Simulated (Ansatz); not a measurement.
# 4-layer honeycomb SiC (AA') in a perpendicular field

Aim: how the 4-layer honeycomb SiC (AA') screens a field along its normal, and what the field does to its bands. A positive field points along +c.

Main program and level: Ansatz 0.2.0; plane-wave DFT, PBE-D3(BJ), Ansatz PAW.

## 1. Starting point

The cell holds 8 atoms: 4 C and 4 Si. Cell: a = 3.100 Å, b = 3.100 Å, c = 51.050 Å, α = 90.0°, β = 90.0°, γ = 120.0°. Regions: layer 1: honeycomb SiC, 2 atoms (1 C and 1 Si); layer 2: honeycomb SiC, 2 atoms (1 C and 1 Si); layer 3: honeycomb SiC, 2 atoms (1 C and 1 Si); layer 4: honeycomb SiC, 2 atoms (1 C and 1 Si). Vacuum lies along c.

## 2. Relaxing the slab

The starting cell is a guess, so the in-plane lattice and the atoms are relaxed first, with the slab cut off from its images along the normal.

input.yaml reads:

```yaml
crystal:
  lattice:
    - [3.1, 0.0, 0.0]
    - [-1.55, 2.6846787517, 0.0]
    - [0.0, 0.0, 51.0499999985]
  atoms:
    - { symbol: C, position: [0.6666666667, 0.3333333333, 0.4015670911] }
    - { symbol: Si, position: [0.3333333333, 0.6666666667, 0.4015670911] }
    - { symbol: C, position: [0.3333333333, 0.6666666667, 0.4671890304] }
    - { symbol: Si, position: [0.6666666667, 0.3333333333, 0.4671890304] }
    - { symbol: C, position: [0.6666666667, 0.3333333333, 0.5328109696] }
    - { symbol: Si, position: [0.3333333333, 0.6666666667, 0.5328109696] }
    - { symbol: C, position: [0.3333333333, 0.6666666667, 0.5984329089] }
    - { symbol: Si, position: [0.6666666667, 0.3333333333, 0.5984329089] }
  periodic: [true, true, false]
kpoints:
  mp_grid: { grid: [12, 12, 1] }
hamiltonian:
  xc: pbe
  dispersion: d3bj
scf:
  occupations: { method: fermi_dirac, width: 0.05 }
  convergence: { dr2_threshold: 1.0e-09 }
relax:
  f_tol: 0.004
  max_steps: 90
  cell: {}
output:
  write_potential: true
  write_density: true
  volumetric_format: npy
```

Launch:

```console
> ansatz run input.yaml --threads 2 --pin off --max-ram 3072MiB --backend cpu --events-out ev --progress --plain --runs-dir out
```

Numbers of over 12 decimals in the logs are rounded to 6 here.

Output:

```text
Warning: relax.cell: scf.convergence.dr2_threshold = 1e-9 eV is looser than the 1.9900373757e-10 eV advised for a relaxation that steers and ends on the stress (1e-10 eV for each atom of the cell: 8, times the square of relax.cell.stress_2d_tol = 0.05 N/m over 20.0 Å (the atoms' height at the walk's start and 5 Å past either face), 2.494e-2 GPa, over a crystal's default 0.05). What an SCF threshold leaves in a stress goes as its square root, and in the free energy as the threshold itself, and one threshold admits the most on a small cell: [figures from the program's tests cut] Set scf.convergence.dr2_threshold to 1.9900373757e-10 eV or tighter. [rest of the remark cut]
Engine: ansatz 0.2.0, aarch64-unknown-linux-gnu
Pseudopotentials: kind: paw
Pseudopotential: C, paw, valence charge 4, recommended cutoff 420 eV (normal), C.paw.azcp
Pseudopotential: Si, paw, valence charge 4, recommended cutoff 420 eV (normal), Si.paw.azcp
Functional definition: PBE
  parameter kappa = 0.804
  parameter beta = 0.066725
  exchange = pbe_x(kappa = kappa, mu = beta*pi^2/3)
  correlation = pbe_c(beta = beta)
Crystal: 8 atoms, lattice volume = 424.864 Å³
Basis set: ecut = 420 eV, 8259 PW (Γ), exchange–correlation on 48×48×720 points (8 copies of the dense FFT grid, shifted against one another)
Bands: 24, of which v1, the nominal top of the filled ones, is band 16 counted from 1 (15 counted from 0)
Symmetry: 12 space group operations
Space group: P-3m1 (ITA 164), of the structure as read, at distance tolerance 7.5e-5 Å
k-points: 19 of 144
Non-local potential: C, projectors of the file, l = 0: 2, l = 1: 2, l = 2: 1
Non-local potential: Si, projectors of the file, l = 0: 2, l = 1: 2, l = 2: 2
PAW form: soft (Blöchl's): semilocal exchange-correlation on the pseudo side does not see the compensation charge
PAW one-centre angular grid: C, 110 points (default); XC on 64 Gauss nodes
PAW one-centre angular grid: Si, 110 points (default); XC on 64 Gauss nodes
Initial density: superposition of atomic densities (neutral atoms: chi_scale 0, normalization atom), corrected by the library's trained network
Initial wavefunctions: pseudopotential atomic-orbital guess
Functional: x = pbe(κ = 0.804, μ = 0.219515), c = pbe(β = 0.066725)
SCF iter   1: F=—  HF=-3546.429008 eV  |F-HF|=—  |Δ(HF+E_count)|=         —  Δρ=1.59e-3  dr2=1.84e-2  ethr=1.77e-3  ⟨swp⟩=15.1  Hψ=4572  notcnv=0  defer=3
preconditioner: auto → Resta (q_TF=auto, 1.773 Å⁻¹)  ε∞=2.0  [insulator: Δε(μ)=2.164 eV  Ē_g=10.325 eV  σ=0.050 eV  W_gap=1.00  n_scr=28 (ndim 8)  ℏωp=10.2 eV  f_vac=0.713  D(μ)=0.00/eV (n_scr^D=0)  ε∞_Penn≈2.0  vacuum switching on, ρ_ref=7.7e-3 e/Å³]
SCF iter   2: F=—  HF=-3546.428356 eV  |F-HF|=—  |Δ(HF+E_count)|=   6.51e-4  Δρ=7.62e-4  dr2=3.44e-3  ethr=5.74e-5  ⟨swp⟩=3.5  Hψ=1199  notcnv=0  defer=45
SCF iter   3: F=—  HF=-3546.428665 eV  |F-HF|=—  |Δ(HF+E_count)|=   3.08e-4  Δρ=3.49e-4  dr2=9.56e-4  ethr=1.07e-5  ⟨swp⟩=3.3  Hψ=880  notcnv=0  defer=45
SCF iter   4: F=—  HF=-3546.428880 eV  |F-HF|=—  |Δ(HF+E_count)|=   2.15e-4  Δρ=9.99e-5  dr2=1.69e-4  ethr=2.99e-6  ⟨swp⟩=3.3  Hψ=812  notcnv=0  defer=45
SCF iter   5: F=—  HF=-3546.428863 eV  |F-HF|=—  |Δ(HF+E_count)|=   1.67e-5  Δρ=3.35e-5  dr2=3.44e-6  ethr=5.30e-7  ⟨swp⟩=2.8  Hψ=781  notcnv=0  defer=45
SCF iter   6: F=—  HF=-3546.428843 eV  |F-HF|=—  |Δ(HF+E_count)|=   2.03e-5  Δρ=6.96e-6  dr2=4.57e-7  ethr=1.07e-8  ⟨swp⟩=3.4  Hψ=987  notcnv=0  defer=45
SCF iter   7: F=—  HF=-3546.428843 eV  |F-HF|=—  |Δ(HF+E_count)|=   2.54e-8  Δρ=2.66e-6  dr2=2.73e-8  ethr=1.43e-9  ⟨swp⟩=2.9  Hψ=791  notcnv=0  defer=45
SCF iter   8: F=—  HF=-3546.428843 eV  |F-HF|=—  |Δ(HF+E_count)|=   5.88e-9  Δρ=8.52e-7  dr2=1.69e-9  ethr=8.52e-11  ⟨swp⟩=2.8  Hψ=845  notcnv=0  defer=45
SCF iter   9: F=-3546.428843 eV  HF=-3546.428843 eV  |F-HF|=3.27e-10  |Δ(HF+E_count)|=   1.79e-9  Δρ=3.19e-7  dr2=6.11e-10  ethr=3.13e-12  ⟨swp⟩=11.1  Hψ=3365  notcnv=0
SCF 1 converged in 9 iterations: F = -3546.428843 eV  dr2 = 6.11e-10
  greatest PAW one-centre occupation: 0.652 electrons in one spin orbital (limit 2), on the C atom at site 4 (counted from 0), in its partial waves of l = 0
relax step   1: F+E_penalty+E_count = -3546.42884272 eV  Δ(F+E_penalty+E_count) = +0.000e0 eV  max|allowed force component| = 2.454e-1 eV/Å  Δτ_max = 0.0000 Å  P = -2.909 N/m  Ω = 424.864 Å³  fix = [c, alpha, beta]  reactions: c -0.000 N/m  (9 SCF iters, accepted)
Crystal: 8 atoms, lattice volume = 423.529 Å³
Basis set: ecut = 420 eV, 8235 PW (Γ), exchange–correlation on 48×48×720 points (8 copies of the dense FFT grid, shifted against one another)
Initial density: handed on by an earlier stage of this run
Initial wavefunctions: those handed on with the density
iter 1 solved again at ethr=1.78e-3 eV; its pass at ethr=3.10e-3 eV (dr2=5.71e-1 eV) is discarded
SCF iter   1: F=—  HF=-3546.659178 eV  |F-HF|=—  |Δ(HF+E_count)|=         —  Δρ=1.05e-2  dr2=5.85e-1  ethr=1.78e-3  ⟨swp⟩=1.7  Hψ=4106  notcnv=0
preconditioner: auto → Resta (q_TF=auto, 1.774 Å⁻¹)  ε∞=2.0  [insulator: Δε(μ)=2.103 eV  Ē_g=10.429 eV  σ=0.050 eV  W_gap=1.00  n_scr=28 (ndim 8)  ℏωp=10.2 eV  f_vac=0.725  D(μ)=0.00/eV (n_scr^D=0)  ε∞_Penn≈2.0  vacuum switching on, ρ_ref=7.9e-3 e/Å³]
SCF iter   2: F=—  HF=-3546.510847 eV  |F-HF|=—  |Δ(HF+E_count)|=   1.48e-1  Δρ=3.90e-3  dr2=9.15e-2  ethr=1.78e-3  ⟨swp⟩=3.7  Hψ=1223  notcnv=0  defer=11
SCF iter   3: F=—  HF=-3546.501888 eV  |F-HF|=—  |Δ(HF+E_count)|=   8.96e-3  Δρ=1.96e-3  dr2=2.11e-2  ethr=2.86e-4  ⟨swp⟩=3.7  Hψ=1019  notcnv=0  defer=24
SCF iter   4: F=—  HF=-3546.502129 eV  |F-HF|=—  |Δ(HF+E_count)|=   2.42e-4  Δρ=7.72e-4  dr2=5.05e-3  ethr=6.59e-5  ⟨swp⟩=3.1  Hψ=1070  notcnv=0  defer=37
SCF iter   5: F=—  HF=-3546.501864 eV  |F-HF|=—  |Δ(HF+E_count)|=   2.66e-4  Δρ=2.78e-4  dr2=2.61e-4  ethr=1.58e-5  ⟨swp⟩=3.4  Hψ=809  notcnv=0  defer=37
SCF iter   6: F=—  HF=-3546.501997 eV  |F-HF|=—  |Δ(HF+E_count)|=   1.34e-4  Δρ=4.76e-5  dr2=9.28e-6  ethr=8.15e-7  ⟨swp⟩=3.0  Hψ=838  notcnv=0  defer=37
SCF iter   7: F=—  HF=-3546.501971 eV  |F-HF|=—  |Δ(HF+E_count)|=   2.61e-5  Δρ=1.38e-5  dr2=1.70e-6  ethr=2.90e-8  ⟨swp⟩=3.2  Hψ=914  notcnv=0  defer=37
SCF iter   8: F=—  HF=-3546.501981 eV  |F-HF|=—  |Δ(HF+E_count)|=   9.28e-6  Δρ=2.71e-6  dr2=4.69e-8  ethr=5.31e-9  ⟨swp⟩=2.9  Hψ=809  notcnv=0  defer=39
SCF iter   9: F=—  HF=-3546.501981 eV  |F-HF|=—  |Δ(HF+E_count)|=   2.64e-8  Δρ=5.15e-7  dr2=1.82e-9  ethr=1.47e-10  ⟨swp⟩=3.3  Hψ=928  notcnv=0  defer=39
SCF iter  10: F=-3546.501981 eV  HF=-3546.501981 eV  |F-HF|=4.55e-13  |Δ(HF+E_count)|=  6.76e-10  Δρ=9.58e-8  dr2=4.61e-11  ethr=3.13e-12  ⟨swp⟩=11.5  Hψ=3376  notcnv=0
[...]
relax step  15: F+E_penalty+E_count = -3546.97091556 eV  Δ(F+E_penalty+E_count) = -5.031e-5 eV  max|allowed force component| = 1.246e-3 eV/Å  Δτ_max = 0.0023 Å  P = -0.016 N/m  Ω = 438.622 Å³  energy of the carried Pulay correction = -4.434e-3 eV  fix = [c, alpha, beta]  reactions: c -0.000 N/m  (7 SCF iters, accepted)
relax step  16: F+E_penalty+E_count = -3546.97643770 eV  Δ(F+E_penalty+E_count) = -5.522e-3 eV  max|allowed force component| = 9.434e-4 eV/Å  Δτ_max = 0.0000 Å  P = +0.116 N/m  Ω = 438.622 Å³  fix = [c, alpha, beta]  reactions: c +0.000 N/m  stress off target by 1.16e-1 N/m on what of the cell is left free  SCF on the basis re-selected at this cell (its energy is not comparable with the rows above)  (6 SCF iters)
relax step  17: F+E_penalty+E_count = -3546.97637536 eV  Δ(F+E_penalty+E_count) = +6.233e-5 eV  max|allowed force component| = 8.670e-4 eV/Å  Δτ_max = 0.0013 Å  P = -0.033 N/m  Ω = 438.853 Å³  energy of the carried Pulay correction = -7.532e-5 eV  fix = [c, alpha, beta]  reactions: c -0.000 N/m  (8 SCF iters, accepted)
iter 1 solved again at ethr=2.09e-7 eV; its pass at ethr=3.10e-3 eV (dr2=6.68e-5 eV) is discarded
SCF iter   1: F=—  HF=-3546.976576 eV  |F-HF|=—  |Δ(HF+E_count)|=         —  Δρ=2.49e-6  dr2=1.44e-8  ethr=2.09e-7  ⟨swp⟩=6.8  Hψ=7339  notcnv=0
eigensolver tolerance schedule: the retry pair's looser diagonalisation over-reported the residual by 4632.77 of it (diagonalisation noise at 0.45 of the residual, at the tolerance the schedule requests for it); recorded, not acted on — ethr = c·dr2/N_el stays at c = 1.0e-1
preconditioner: auto → Resta (q_TF=auto, 1.763 Å⁻¹)  ε∞=1.8  [insulator: Δε(μ)=1.168 eV  Ē_g=11.302 eV  σ=0.050 eV  W_gap=1.00  n_scr=28 (ndim 8)  ℏωp=10.0 eV  f_vac=0.774  D(μ)=0.00/eV (n_scr^D=0)  ε∞_Penn≈1.8  vacuum switching on, ρ_ref=9.3e-3 e/Å³]
SCF iter   2: F=—  HF=-3546.976474 eV  |F-HF|=—  |Δ(HF+E_count)|=   1.01e-4  Δρ=1.26e-6  dr2=8.63e-9  ethr=4.50e-11  ⟨swp⟩=6.2  Hψ=1825  notcnv=0
SCF iter   3: F=—  HF=-3546.976475 eV  |F-HF|=—  |Δ(HF+E_count)|=   2.78e-7  Δρ=8.38e-7  dr2=1.56e-9  ethr=2.70e-11  ⟨swp⟩=2.7  Hψ=658  notcnv=0
iter 4 met the thresholds in force, and the SCF goes on: an eigenvalue changes by 6.40 meV, over its tolerance of 1.10 meV (output.eigenvalues, Limitations)
SCF iter   4: F=-3546.976475 eV  HF=-3546.976475 eV  |F-HF|=3.98e-7  |Δ(HF+E_count)|=   5.13e-7  Δρ=4.90e-7  dr2=7.99e-10  ethr=3.13e-12  ⟨swp⟩=21.9  Hψ=4752  notcnv=0
iter 5 met the thresholds in force, and the SCF goes on: an eigenvalue changes by 4.31 meV, over its tolerance of 1.04 meV (output.eigenvalues, Limitations)
SCF iter   5: F=-3546.976475 eV  HF=-3546.976475 eV  |F-HF|=7.77e-8  |Δ(HF+E_count)|=   3.21e-7  Δρ=1.26e-7  dr2=5.00e-11  ethr=2.50e-12  ⟨swp⟩=12.3  Hψ=3685  notcnv=0
Mixer restart at iter 5: flushing history
SCF iter   6: F=-3546.976475 eV  HF=-3546.976475 eV  |F-HF|=1.00e-9  |Δ(HF+E_count)|=   7.79e-8  Δρ=1.52e-7  dr2=1.01e-9  ethr=1.00e-12  ⟨swp⟩=2.8  Hψ=690  notcnv=0  κ⁻¹=1.0e0(r=1)
SCF iter   7: F=-3546.976475 eV  HF=-3546.976475 eV  |F-HF|=7.37e-11  |Δ(HF+E_count)|=  1.75e-10  Δρ=1.74e-8  dr2=7.10e-12  ethr=1.00e-12  ⟨swp⟩=11.8  Hψ=3626  notcnv=0
SCF 18 converged in 7 iterations: F = -3546.976475 eV  dr2 = 7.10e-12
relax step  18: F+E_penalty+E_count = -3546.97647548 eV  Δ(F+E_penalty+E_count) = -1.001e-4 eV  max|allowed force component| = 8.616e-4 eV/Å  Δτ_max = 0.0000 Å  P = -0.032 N/m  Ω = 438.853 Å³  fix = [c, alpha, beta]  reactions: c -0.000 N/m  stress off target by 3.18e-2 N/m on what of the cell is left free  SCF on the basis re-selected at this cell (its energy is not comparable with the rows above)  (7 SCF iters)
basis re-selected at this cell: Δ(F+E_penalty+E_count) = -1.001e-4 eV, ΔP = +0.001 N/m vs the last step (what re-selecting the basis moved, of the pressure what is left beyond the Pulay correction that the steps carried, after the strain that the cell walked since its last selection, with what the two solves' SCF thresholds leave and, on support functions, any second-order correction that the steps lacked; it is no m [...]
WARN: The output density's exchange-correlation potential varies sharply where the density is thin. Do not read a vacuum level from v_tot or v_xc, or from such a field of the output density. On a cell that repeats whose density bears no net charge and no dipole along the vacuum's axis use v_es (v_loc + v_h of the components); under efield.dipole_correction with no amplitude use v_es + v_field, which holds any externa [...]
SCF converged after 7 iterations
an eigenvalue changed by more than its tolerance at an iteration that met the thresholds in force, so the SCF went on 2 times, its first undamped step at iteration 5: the last check found none over its tolerance
Free energy (F): -3546.976475 eV
Harris-Foulkes:  -3546.976475 eV  (|F-HF|=7.37e-11)
Internal energy: -3546.976474 eV  (E = F + TS)
E sigma→0 (E₀):  -3546.976475 eV
Entropy (-TS):   -0.000001 eV (-0.000 meV/atom)
Fermi energy:    -4.293443 eV
--- Per-component energies (eV) ---
  E_band       = -370.913710
  E_kinetic    = 542.461154
  E_local      = -104217.666925  (includes V_loc(G=0)·N_el)
  E_nonlocal   = 206.484350
  E_hartree    = 51784.994221
  E_xc         = -420.739865
  E_vxc        = -435.672861  (∫ρ·V_xc dr)
  E_paw        = -2447.939962  (= ΣΔE_a)
  E_vpaw       = -36.507716  (= ΣTr[D̂ρ^β])
  E_aug_tail   = 0.000053  (compensation charges beyond the density's cutoff)
  E_ewald      = 51007.348456
  E_disp       = -1.917956  (pairwise vdW)
  E_smearing   = -0.000001  (= −TS)
  E_closure    = 0.000000  (closes the sum)
  Σ components = -3546.976475   (vs F -3546.976475, Δ=0.00e0)
--- Forces (eV/Å), atoms counted from 1 ---
  atom   1  C      0.00000000     0.00000000     0.00025345
  atom   2  Si    -0.00000000    -0.00000000     0.00051992
  atom   3  C      0.00000000    -0.00000000    -0.00032477
  atom   4  Si     0.00000000     0.00000000    -0.00086158
  atom   5  C      0.00000000     0.00000000     0.00032477
  atom   6  Si     0.00000000    -0.00000000     0.00086158
  atom   7  C      0.00000000    -0.00000000    -0.00025345
  atom   8  Si     0.00000000     0.00000000    -0.00051992
  max |Σ_I F_I| component: 4.63e-17 eV/Å
--- 2D stress c σ (N/m, compression-positive) ---
       -0.031792       0.000000       0.000000
        0.000000      -0.031792      -0.000000
        0.000000      -0.000000      -0.000000
  P = ½ c Tr σ = -0.0318 N/m
--- Band table (eV; the first three rows and the last of 19) ---
  k-point 0: bands = [... 12 lower, -6.7029, -6.5568, -6.5568, -5.3079, -1.6628, -1.2184, -0.7420, -0.4925, ... 4 higher]
  k-point 1: bands = [... 12 lower, -6.8021, -6.7939, -6.6319, -5.1095, -1.3753, -1.0296, -0.5755, -0.4249, ... 4 higher]
  k-point 2: bands = [... 12 lower, -7.0697, -6.8522, -6.4385, -4.9343, -1.5857, -1.1997, -0.6551, -0.4303, ... 4 higher]
  k-point 18: bands = [... 12 lower, -7.8282, -7.8282, -6.3456, -6.3456, -1.1315, -0.9595, -0.9595, 0.2471, ... 4 higher]
  the weakly bound empty levels are not read free of the cell's end (no_gap_told)
--- Relaxed structure (16 steps of the walk, 15 accepted, 2 SCFs on fresh bases) ---
  F+E_penalty+E_count = -3546.97647548 eV   max|allowed force component| = 8.616e-4 eV/Å   (the final SCF, on the basis selected at the relaxed cell)
  cell:  # Å, volume = 438.8529 Å³
    - [3.150622, 0, 0]
    - [-1.575311, 2.728519, 0]
    - [0, 0, 51.0499999985]
  atoms:
    - { symbol: C, position: [0.666667, 0.333333, 0.429391] }
    - { symbol: Si, position: [0.333333, 0.666667, 0.432279] }
    - { symbol: C, position: [0.333333, 0.666667, 0.474615] }
    - { symbol: Si, position: [0.666667, 0.333333, 0.472663] }
    - { symbol: C, position: [0.666667, 0.333333, 0.525385] }
    - { symbol: Si, position: [0.333333, 0.666667, 0.527337] }
    - { symbol: C, position: [0.333333, 0.666667, 0.570609] }
    - { symbol: Si, position: [0.666667, 0.333333, 0.567721] }
```

Elapsed: 4.9 min, on 2 threads of Arm Neoverse N1, shared host; peak memory 0.74 GiB.

Relaxation path:

| step | energy less that of the first step (eV) | largest force component (eV/Å) | volume (Å³) |
| --- | --- | --- | --- |
| 1 | 0.0000 | 0.2454 | 424.86 |
| 2 | -0.0731 | 0.1402 | 423.53 |
| 3 | -0.1529 | 0.1332 | 422.64 |
| 4 | -0.2372 | 0.1496 | 423.51 |
| 5 | -0.3285 | 0.1140 | 424.30 |
| 6 | -0.4137 | 0.1176 | 425.38 |
| 7 | -0.4708 | 0.1146 | 428.00 |
| 8 | -0.4793 | 0.1713 | 431.80 |
| 9 | -0.5075 | 0.1909 | 432.36 |
| 10 | -0.4791 | 0.5488 | 437.59 |
| 11 | -0.5318 | 0.1395 | 436.69 |
| 12 | -0.5384 | 0.1081 | 439.23 |
| 13 | -0.5415 | 0.0497 | 438.88 |
| 14 | -0.5420 | 0.0293 | 438.48 |
| 15 | -0.5421 | 0.0012 | 438.62 |
| 16* | -0.5476 | 0.0009 | 438.62 |
| 17 | -0.5475 | 0.0009 | 438.85 |
| 18* | -0.5476 | 0.0009 | 438.85 |

Relaxation steps marked * repeat the geometry before them on a plane-wave basis chosen anew for their cell, so energy and pressure can jump there. Relaxation step 10 was tried and not accepted.

The run keeps the 12 symmetry operations that it works with, so distortions that break them were not tested.

```csv
cell as run,before,after,change
a (Å),3.100,3.151,+1.6 %
b (Å),3.100,3.151,+1.6 %
```

The atoms that moved most (Å, along periodic axes as changes of fractional coordinates times the final cell, across vacuum about the mean position):

```csv
atom,dx,dy,dz,length
Si2,0.000,0.000,1.568,1.568
Si8,0.000,0.000,-1.568,1.568
C1,0.000,0.000,1.420,1.420
C7,0.000,0.000,-1.420,1.420
C5,0.000,0.000,-0.379,0.379
C3,0.000,0.000,0.379,0.379
Si6,0.000,0.000,-0.279,0.279
Si4,0.000,0.000,0.279,0.279
```

The lattice constant a goes from 3.100 to 3.151 Å.

(Continued in part 2 of 2.)

[Logs are printed without paths, hosts, clocks, repeated set-up lines and the standing remarks that a program may print on its own settings, such as how far it seeks lower states.]

[Hosts, paths, dates, database ids (printed as entryN), source tags and the programs' standing remarks are cut or masked in the printed files.]

[Maps of the electrostatic potential energy from Ansatz leave out the sawtooth potential of an applied field or a dipole correction, so their vacuum need not be flat; planar profiles and work functions include it.]
